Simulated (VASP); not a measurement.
# BaS (Fm-3m) in VASP: a series of runs

BaS is run at these levels: revPBE+D3(BJ), LDA, PBE; tasks: single point, relaxation of cell and atoms.

Everything below comes from runs of VASP 6.6.1. Logs are shortened: lines on timing, memory, paths and dates and some standing lists are left out, and cuts for length are marked.

**Experimental background.**

From a printed reference work, monograph, original work of 1988, for a bulk crystal of BaS at 2 K: band gap 3.806 eV (indirect).

The runs below are set against these values where they give the same quantity.

### Step 1. The cell of the first run

It takes space group Fm-3m (No. 225, cubic). The conventional cell has a = 6.359 Å, b = 6.359 Å, c = 6.359 Å, α = 90.00°, β = 90.00°, γ = 90.00°. Within 4.2 Å of Ba (site symmetry m-3m) lie 6 S at 3.18 Å. S (site symmetry m-3m) has 6 Ba at 3.18 Å within 4.2 Å.

### Step 2. Single point, revPBE+D3(BJ)

INCAR reads:

```
SYSTEM = BaS
ALGO     = Normal         ! electronic algorithm
EDIFF    = 1E-7           ! SCF threshold, eV
ENCUT    = 520            ! plane-wave cutoff, eV
GGA      = RE             ! functional
ISIF     = 2              ! what is computed and relaxed
ISMEAR   = -1             ! smearing method
IVDW     = 12             ! dispersion correction
LASPH    = .True.         ! aspherical terms in the spheres
LCHARG   = .False.        ! write CHGCAR
LREAL    = .False.        ! projectors in reciprocal space
LWAVE    = .False.        ! write WAVECAR
NBANDS   = 15             ! bands
NELM     = 60             ! most SCF steps
PREC     = Accurate       ! precision mode
SIGMA    = 0.05           ! smearing width, eV
```

KPOINTS reads:

```
k-points
0
Gamma
  7 7 7
  0 0 0
```

POSCAR reads:

```
BaS
1.0
    0.0000000000      3.1794692198      3.1794692198
    3.1794692198      0.0000000000      3.1794692198
    3.1794692198      3.1794692198      0.0000000000
Ba S
1 1
Direct
    0.0000000000      0.0000000000      0.0000000000
    0.5000000000      0.5000000000      0.5000000000
```

Potentials or basis: VASP PAW PBE potentials, release 64 (Ba_sv, S).

On the command line:

```
$ cat potpaw_PBE.64/Ba_sv/POTCAR potpaw_PBE.64/S/POTCAR > POTCAR
$ mpirun -np 1 vasp_std > vasp.out
```

OUTCAR:

```text
SYSTEM = BaS
   EDIFF = 1E-7
   ENCUT = 520
   GGA = RE
   ISIF = 2
   ISMEAR = -1
   IVDW = 12
   LASPH = .True.
   LREAL = .False.
   NELM = 60
   PREC = Accurate
 IVDW          = 12

 ion  position               nearest neighbor table
   1  0.000  0.000  0.000-   2 3.18   2 3.18   2 3.18   2 3.18   2 3.18   2 3.18
   2  0.500  0.500  0.500-   1 3.18   1 3.18   1 3.18   1 3.18   1 3.18   1 3.18

  LATTYP: Found a face centered cubic cell.
 ALAT       =     6.3589384396

  Lattice vectors:

 A1 = (   0.0000000000,   3.1794692198,   3.1794692198)
 A2 = (   3.1794692198,   0.0000000000,   3.1794692198)
 A3 = (   3.1794692198,   3.1794692198,   0.0000000000)

Analysis of symmetry for initial positions (statically):
=====================================================================
 Subroutine PRICEL returns:
 Original cell was already a primitive cell.

 Routine SETGRP: Setting up the symmetry group for a
 face centered cubic supercell.

 Subroutine GETGRP returns: Found 48 space group operations
 (whereof 48 operations were pure point group operations)
 out of a pool of 48 trial point group operations.

The static configuration has the point symmetry O_h .

Analysis of symmetry for dynamics (positions and initial velocities):
=====================================================================
 Subroutine PRICEL returns:
 Original cell was already a primitive cell.

 Routine SETGRP: Setting up the symmetry group for a
 face centered cubic supercell.

 Subroutine GETGRP returns: Found 48 space group operations
 (whereof 48 operations were pure point group operations)
 out of a pool of 48 trial point group operations.

The dynamic configuration has the point symmetry O_h .

 Subroutine INISYM returns: Found 48 space group operations
 (whereof 48 operations are pure point group operations),
 and found     1 'primitive' translations

----------------------------------------------------------------------------------------

                                     Primitive cell

  volume of cell :      64.2827

  direct lattice vectors                    reciprocal lattice vectors
     0.000000000  3.179469220  3.179469220    -0.157258953  0.157258953  0.157258953
     3.179469220  0.000000000  3.179469220     0.157258953 -0.157258953  0.157258953
     3.179469220  3.179469220  0.000000000     0.157258953  0.157258953 -0.157258953

  length of vectors
     4.496448492  4.496448492  4.496448492     0.272380496  0.272380496  0.272380496

  position of ions in fractional coordinates (direct lattice)
     0.000000000  0.000000000  0.000000000
     0.500000000  0.500000000  0.500000000

  ion indices of the primitive-cell ions
   primitive index   ion index
                 1           1
                 2           2

----------------------------------------------------------------------------------------

 KPOINTS: k-points

Automatic generation of k-mesh.
 Grid dimensions read from file:
 generate k-points for:    7    7    7

 Generating k-lattice:

  Cartesian coordinates                     Fractional coordinates (reciprocal lattice)
    -0.022465565  0.022465565  0.022465565     0.142857143  0.000000000  0.000000000
     0.022465565 -0.022465565  0.022465565     0.000000000  0.142857143  0.000000000
     0.022465565  0.022465565 -0.022465565     0.000000000  0.000000000  0.142857143

  Length of vectors
     0.038911499  0.038911499  0.038911499

  Shift w.r.t. Gamma in fractional coordinates (k-lattice)
     0.000000000  0.000000000  0.000000000

 Subroutine IBZKPT returns following result:
 ===========================================

 Found     20 irreducible k-points:

 Following reciprocal coordinates:
            Coordinates               Weight
  0.000000  0.000000  0.000000      1.000000
  0.142857  0.000000  0.000000      8.000000
  0.285714  0.000000  0.000000      8.000000
  0.428571  0.000000  0.000000      8.000000
  0.142857  0.142857  0.000000      6.000000
  0.285714  0.142857  0.000000     24.000000
[... 12 lines left out ...]
 -0.428571  0.428571  0.142857     24.000000
 -0.285714  0.428571  0.142857     24.000000
   k-points           NKPTS =     20   k-points in BZ     NKDIM =     20   number of bands    NBANDS=     15
   number of dos      NEDOS =    301   number of ions     NIONS =      2
   total plane-waves  NPLWV =  46656
   dimension x,y,z NGX =    36 NGY =   36 NGZ =   36
   dimension x,y,z NGXF=    72 NGYF=   72 NGZF=   72
   ions per type =               1   1
   NGX,Y,Z   is equivalent  to a cutoff of  13.31, 13.31, 13.31 a.u.
   NGXF,Y,Z  is equivalent  to a cutoff of  26.62, 26.62, 26.62 a.u.
 SYSTEM =  BaS
   PREC   = accura    normal or accurate (medium, high low for compatibility)
   ISTART =      0    job   : 0-new  1-cont  2-samecut
   ICHARG =      2    charge: 1-file 2-atom 10-const
   ISPIN  =      1    spin polarized calculation?
   LNONCOLLINEAR =      F non collinear calculations
   LSORBIT =      F    spin-orbit coupling
   LASPH  =      T    aspherical Exc in radial PAW
   ENCUT  =  520.0 eV  38.22 Ry    6.18 a.u.   8.36  8.36  8.36*2*pi/ulx,y,z
   NELM   =     60;   NELMIN=  2; NELMDL= -5     # of ELM steps
   EDIFF  = 0.1E-06   stopping-criterion for ELM
   LREAL  =      F    real-space projection
   EDIFFG = 0.1E-05   stopping-criterion for IOM
   NSW    =      0    number of steps for IOM
   IBRION =     -1    ionic relax: 0-MD 1-quasi-New 2-CG
   NFREE  =      0    steps in history (QN), initial steepest desc. (CG)
   ISIF   =      2    stress and relaxation
   ISYM   =      2    0-nonsym 1-usesym 2-fastsym
   POTIM  = 0.5000    time-step for ionic-motion
   TEBEG  =    0.0;   TEEND  =   0.0 temperature during run
   PSTRESS=    0.0 pullay stress
   NELECT =      16.0000    total number of electrons
   NUPDOWN=      -1.0000    fix difference up-down
   EMIN   =  10.00;   EMAX   =-10.00  energy-range for DOS
   EFERMI =   0.00;   METHOD = LEGACY
   ISMEAR =    -1;   SIGMA  =   0.05  broadening in eV -4-tet -1-fermi 0-gaus
   EFERMI_NEDOS =   21; number of points for ismear=-14 and -15
   IALGO  =     38    algorithm
   IMIX   =      4    mixing-type and parameters
     AMIX     =   0.40;   BMIX     =  1.00
     AMIX_MAG =   1.60;   BMIX_MAG =  1.00
  volume/ion in A,a.u.               =      32.14       216.90
  Fermi-wavevector in a.u.,A,eV,Ry     =   1.029794  1.946028 14.428637  1.060475
  Thomas-Fermi vector in A             =   2.163859
   LORBIT       =      0    0 simple, 1 ext, 2 COOP (PROOUT), +10 PAW based schemes
   GGA     = RE    functional components
   LHFCALC =     F    Hartree Fock is set to
   AEXX    =    0.0000 exact exchange contribution
   IVDW    =    12    specifies the selected vdW correction
   LEPSILON=     F    determine dielectric tensor
   LRPA    =     F    only Hartree local field effects (RPA)
 non-spin polarized calculation
  energy-cutoff  :      520.00
  volume of cell :       64.28
 maximum number of plane-waves:      1759
 NGX is ok and might be reduce to    36
   NGX = 17   NGY = 17   NGZ = 17

 number of electron      16.0000000 magnetization

 Free energy of the ion-electron system (eV)
  ---------------------------------------------------
  ext. energy  EPLUGINS =         0.00000000
  ---------------------------------------------------
  free energy    TOTEN  =        -9.66026601 eV

  energy without entropy =       -9.66026601  energy(sigma->0) =       -9.66026601

 E-fermi :   2.6405     XC(G=0):  -8.5244

 val. band max:        1.6088753325   @ k =   0.0000   0.0000   0.0000
 cond. band min:       3.8588168806   @ k =   0.4286   0.4286   0.0000
 fundamental gap:      2.2499415480
 Fermi energy:         2.6405304814

 k-point     1 :       0.0000    0.0000    0.0000
  band No.  band energies     occupation
      1     -24.4527      2.00000
      2      -9.5163      2.00000
      3      -9.5163      2.00000
      4      -9.5163      2.00000
      5      -8.7600      2.00000
      6       1.6089      2.00000
      7       1.6089      2.00000
      8       1.6089      2.00000
      9       5.4453      0.00000
     10       5.5518      0.00000
     11       5.5518      0.00000
     12       5.5518      0.00000
     13       6.4454      0.00000
     14       6.4454      0.00000
     15      10.5581      0.00000

 k-point     2 :       0.1429    0.0000    0.0000
  band No.  band energies     occupation
      1     -24.4439      2.00000
      2      -9.8984      2.00000
      3      -9.5237      2.00000
      4      -9.5237      2.00000
      5      -8.3599      2.00000
      6       1.1097      2.00000
      7       1.3393      2.00000
      8       1.3393      2.00000
      9       5.5895      0.00000
     10       5.8573      0.00000
     11       5.8573      0.00000
     12       6.1801      0.00000
     13       7.0403      0.00000
     14       7.0403      0.00000
     15      11.3540      0.00000

 k-point     3 :       0.2857    0.0000    0.0000
  band No.  band energies     occupation
      1     -24.4240      2.00000
      2     -10.3782      2.00000
      3      -9.5399      2.00000
      4      -9.5399      2.00000
      5      -7.8366      2.00000
      6       0.2833      2.00000
      7       0.8584      2.00000
      8       0.8584      2.00000
      9       5.9566      0.00000
     10       6.6977      0.00000
     11       6.6977      0.00000
     12       7.5309      0.00000
     13       8.4686      0.00000
     14       8.4686      0.00000
     15      12.3705      0.00000
[... 271 lines left out ...]
 k-point    19 :      -0.4286    0.4286    0.1429
  band No.  band energies     occupation
      1     -24.3938      2.00000
      2     -10.1364      2.00000
      3      -9.7927      2.00000
      4      -9.7605      2.00000
      5      -8.2336      2.00000
      6       0.7560      2.00000
      7       0.9964      2.00000
      8       1.2766      2.00000
      9       4.6880      0.00000
     10       7.5641      0.00000
     11       7.8852      0.00000
     12       8.8393      0.00000
     13       9.0593      0.00000
     14       9.8453      0.00000
     15      11.2202      0.00000

 k-point    20 :      -0.2857    0.4286    0.1429
  band No.  band energies     occupation
      1     -24.3924      2.00000
      2     -10.1764      2.00000
      3      -9.8863      2.00000
      4      -9.7366      2.00000
      5      -8.0700      2.00000
      6       0.4654      2.00000
      7       1.0304      2.00000
      8       1.1111      2.00000
      9       5.6386      0.00000
     10       6.5605      0.00000
     11       8.1292      0.00000
     12       8.7947      0.00000
     13       8.9398      0.00000
     14      10.9606      0.00000
     15      11.9704      0.00000

------------------------ aborting loop because EDIFF is reached ----------------------------------------

 Edisp (eV)   -0.98904

 E8    (eV) :    -0.7197

  FORCE on cell =-STRESS in cart. coord.  units (eV):
  Direction    XX          YY          ZZ          XY          YZ          ZX
  --------------------------------------------------------------------------------------
  -------------------------------------------------------------------------------------
  Total       0.24983     0.24983     0.24983     0.00000     0.00000     0.00000
  in kB       6.22685     6.22685     6.22685     0.00000     0.00000     0.00000
  external pressure =        6.23 kB  Pullay stress =        0.00 kB

 VOLUME and BASIS-vectors are now :
 -----------------------------------------------------------------------------
  energy-cutoff  :      520.00
  volume of cell :       64.28
      direct lattice vectors                 reciprocal lattice vectors
     0.000000000  3.179469220  3.179469220    -0.157258953  0.157258953  0.157258953
     3.179469220  0.000000000  3.179469220     0.157258953 -0.157258953  0.157258953
     3.179469220  3.179469220  0.000000000     0.157258953  0.157258953 -0.157258953

 POSITION                                       TOTAL-FORCE (eV/Angst)
 -----------------------------------------------------------------------------------
      0.00000      0.00000      0.00000        -0.000000     -0.000000      0.000000
      3.17947      3.17947      3.17947         0.000000      0.000000     -0.000000
 -----------------------------------------------------------------------------------
    total drift:                                0.000000      0.000000      0.000000

  FREE ENERGIE OF THE ION-ELECTRON SYSTEM (eV)
  ---------------------------------------------------
  free  energy   TOTEN  =       -10.6493097163 eV

  energy  without entropy=      -10.6493097162  energy(sigma->0) =      -10.64930972
```

Run time: 54 s. Hardware: 1 thread of AMD EPYC 7R13, shared host; peak memory 0.19 GiB.

What came out:

- Free energy: -10.6493 eV
- Pressure: 0.6 GPa
- Band gap on the k mesh: 2.25 eV, indirect (least direct gap 2.39 eV)
- Dispersion energy per atom: -0.495 eV

Caveat: the PAW data sets were made with another functional, which shifts forces and pressure a little; spin-orbit coupling is left out, which moves the levels of the heavy elements.

### Step 3. Relaxation of cell and atoms, revPBE+D3(BJ)

This run uses another cell than the first one, of 32.58 Å³/atom, 1.014 times its volume.

INCAR reads:

```
PREC = Accurate
ENCUT = 600
EDIFF = 1E-6
ISMEAR = -1
SIGMA = 0.05
LREAL = F
LASPH = T
NELM = 100
ALGO = Normal
ISIF = 3
LWAVE = F
LCHARG = F
GGA = RE
IVDW = 12
IBRION = 2
NSW = 80
EDIFFG = -0.02
```

KPOINTS reads:

```
Automatic mesh
0
Gamma
  7 7 7
```

POSCAR reads:

```
BaS
1.0
    0.0000000000      3.1937500000      3.1937500000
    3.1937500000      0.0000000000      3.1937500000
    3.1937500000      3.1937500000      0.0000000000
Ba S
1 1
Direct
    0.0000000000      0.0000000000      0.0000000000
    0.5000000000      0.5000000000      0.5000000000
```

Potentials or basis: VASP PAW PBE potentials, release 64 (Ba_sv, S).

On the command line:

```
$ cat potpaw_PBE.64/Ba_sv/POTCAR potpaw_PBE.64/S/POTCAR > POTCAR
$ mpirun -np 1 vasp_std > vasp.out
```

Wall time 49 s (1 thread of AMD EPYC 7R13, shared host); peak memory 0.19 GiB.

It converged, with:

- Free energy: -10.6518 eV
- Pressure after relaxing: 0.0 GPa
- Band gap on the k mesh: 2.27 eV, indirect (least direct gap 2.42 eV)
- Dispersion energy per atom: -0.487 eV

Final structure:
```xyz
2
Lattice="0.0000 3.1938 3.1938 3.1938 0.0000 3.1938 3.1938 3.1938 0.0000" Properties=species:S:1:pos:R:3 pbc="T T T"
Ba    0.0000    0.0000    0.0000
S     3.1938    3.1938    3.1938
```

Levels at points of the mesh, in eV from the valence-band top:
| k point | band 4 | band 5 | band 6 | band 7 | band 8 | band 9 | band 10 | band 11 | band 12 |
| --- | --- | --- | --- | --- | --- | --- | --- | --- | --- |
| (0.00, 0.00, 0.00) | -11.17 | -10.35 | 0.00 | 0.00 | 0.00 | 3.77 | 3.94 | 3.94 | 3.94 |

Caveat: the relaxation stopped at its first step, so nothing moved; the PAW data sets were made with another functional, which shifts forces and pressure a little; spin-orbit coupling is left out, which moves the levels of the heavy elements. A hybrid or GW would open this gap; revPBE tends to underestimate it.

### Step 4. Single point, LDA, non-collinear spin, zero start, spin-orbit coupling

This run uses another cell than the first one, of 32.58 Å³/atom, 1.014 times its volume.

INCAR reads:

```
SYSTEM = BaS
ALGO = Normal
EDIFF = 1E-6
ENCUT = 520
GGA_COMPAT = .False.
ISIF = 2
ISMEAR = -5
LASPH = .True.
LCHARG = .True.
LORBIT = 11
LORBMOM = .True.
LREAL = .False.
LSORBIT = .True.
LVHAR = .True.
LWAVE = .False.
MAGMOM = 0 0 0 0 0 0
NBANDS = 28
NELM = 150
PREC = Accurate
SIGMA = 0.05
```

KPOINTS reads:

```
k-points
0
Gamma
  5 5 5
  0 0 0
```

POSCAR is that of step 3.

Potentials or basis: VASP PAW LDA potentials, release 64 (Ba_sv, S).

On the command line:

```
$ cat potpaw_LDA.64/Ba_sv/POTCAR potpaw_LDA.64/S/POTCAR > POTCAR
$ mpirun -np 1 vasp_ncl > vasp.out
```

Wall time 1.9 min (1 thread of AMD EPYC 7R13, shared host); peak memory 0.26 GiB.

The run converged. Its results:

```yaml
Free_energy: -11.3636 eV
Pressure: -1.8 GPa
Net_moment: 0.00 μB per cell
Valence_electrons_inside_the_program's_atomic_spheres: Ba 7.90; S 3.73
```

Moments on the atoms (μB; x, y, z):
```
Ba  0.00 0.00 0.00
S   0.00 0.00 0.00
```

(Continued in part 2 of 2.)
